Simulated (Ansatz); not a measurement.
A run of Ansatz 0.2.0 is set up as follows.

The input input.yaml:

```yaml
crystal:
  lattice:
    - [2.9194, 0.0, 0.0]
    - [-1.4597, 2.5282745638, 0.0]
    - [0.0, 0.0, 4.713]
  atoms:
    - { symbol: Ti, position: [0.3333333333, 0.6666666667, 0.72126] }
    - { symbol: Ti, position: [0.6666666667, 0.3333333333, 0.27874] }
    - { symbol: O, position: [0.0, 0.0, 0.0] }
hamiltonian:
  xc: r2scan0
  pseudopotentials: { kind: paw }
  dispersion: d3bj
kpoints:
  mp_grid: { grid: [5, 5, 3] }
scf:
  occupations: { method: fermi_dirac, width: 0.02 }
output:
  forces: true
  stress: true
  eigenvalues: true
```

Potentials or basis: Ansatz PAW.

The run is started by

```console
$ ansatz run input.yaml --threads 2 --pin off --max-ram 5632MiB --backend cpu --events-out ev --progress --plain --runs-dir out
```

Question: What does it give for the band gap on the k mesh?

Answer: None (metal or under the smearing width).

Question: Estimate the pressure.

Answer: 0.3 GPa.

Question: What does it give for the largest force?

Answer: 0.697 eV/Å.

Stress tensor (GPa, compression positive):
```
-3.24  0.00  0.00
 0.00 -3.24  0.00
 0.00  0.00  7.42
```

Caveat: the k mesh is coarse (spacing up to 0.50 Å⁻¹), so the values aren't converged, least of all with exact exchange; pairwise dispersion overbinds metals, which lowers pressure and volume; the PAW data sets come from PBE, with cores solved anew for the run's functional, which leaves a small shift of forces and pressure; the dispersion damping was fitted for another functional or another form of the correction; the thresholds are loose for stress.
